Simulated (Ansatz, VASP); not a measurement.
One calculation of Sb, two programs

```
Sb
1.0
     3.04278    0.00000    0.00000
     0.00000    3.04278    0.00000
     0.00000    0.00000    3.04278
Sb
1
Cartesian
  0.0000 0.0000 0.0000
```

Alike in both runs: functional LDA; k mesh 14 × 14 × 14; occupations fermi-dirac, width 0.15 eV; no spin polarisation.

Ansatz relaxed the structure, and its values are those at the end. VASP's run is a single point on that final structure, the one shown.

```csv
,VASP,Ansatz
version,VASP 6.6.1,Ansatz 0.2.0
potentials or method,"VASP PAW LDA potentials, release 64 (Sb)","scalar-relativistic, plane waves, PAW"
plane-wave cutoff (eV),520,420
valence electrons in the cell,5,15
```

```tsv
	VASP	Ansatz	Ansatz less VASP
gap on the k mesh at the Fermi level (eV)	none	none	-
pressure (GPa)	0.2	0.0	-0.23
```

A gap of «none» marks a metal or a gap that the smearing closes. The two sets of potentials don't hold the same shells in valence. Ansatz warned: «pseudo_functional_mismatch».

Spin-orbit coupling is left out, which matters for the levels of Sb.
